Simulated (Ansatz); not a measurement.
WSe$_{2}$, DFT, PBE, all-electron LAPW, scalar-relativistic (Ansatz 0.2.0), run on 2 threads of Arm Neoverse V2 on a shared host.

The cell is COD entry 9009146, as deposited and not checked against the literature; nothing was relaxed. The listed cell was then made from it by scaling, straining or moving an atom.

Command: `ansatz run input.yaml --threads 2 --pin off --max-ram 6144MiB --backend cpu --events-out ev --progress --plain --runs-dir out`

```yaml
crystal:
  lattice:
    - [3.2899984505, 0.0328999845, 0.0328999845]
    - [-1.6165070028, 2.8327722442, 0.0120422301]
    - [0.1297, 0.1297, 12.97]
  atoms:
    - { symbol: W, position: [0.3333333333, 0.6666666667, 0.25] }
    - { symbol: W, position: [0.6666666667, 0.3333333333, 0.75] }
    - { symbol: Se, position: [0.3333333333, 0.6666666667, 0.621] }
    - { symbol: Se, position: [0.6666666667, 0.3333333333, 0.121] }
    - { symbol: Se, position: [0.3333333333, 0.6666666667, 0.879] }
    - { symbol: Se, position: [0.6666666667, 0.3333333333, 0.379] }
kpoints:
  mp_grid: { grid: [11, 11, 3] }
  band_path:
    path:
      - [0.0, 0.0, 0.0]
      - [0.0, -0.5, 0.0]
      - [0.0, 0.0, 0.5]
      - [0.0, 0.0, 0.0]
      - [-0.5, 0.0, 0.0]
      - [-0.5, 0.5, -0.5]
      - [0.0, 0.0, 0.0]
      - [-0.5, 0.0, -0.5]
      - [-0.5, 0.5, 0.0]
    npoints: 5
scf:
  occupations: { method: fermi_dirac, width: 0.08 }
hamiltonian:
  xc: pbe
  pseudopotentials: { kind: all_electron, lapw: { basis_error: 0.0005 } }
output:
  forces: true
  stress: true
  eigenvalues: true
```

Question: How large is the problem that the program sets up?

Answer: 182 irreducible k-points, 1737 plane waves at Γ, 111 bands.

Question: About how long does it take, and how much memory does it use?

Answer: 8.1 min of wall time for 11 SCF iterations, with a peak of 4.3 GiB. Times on shared machines scatter by tens of per cent.
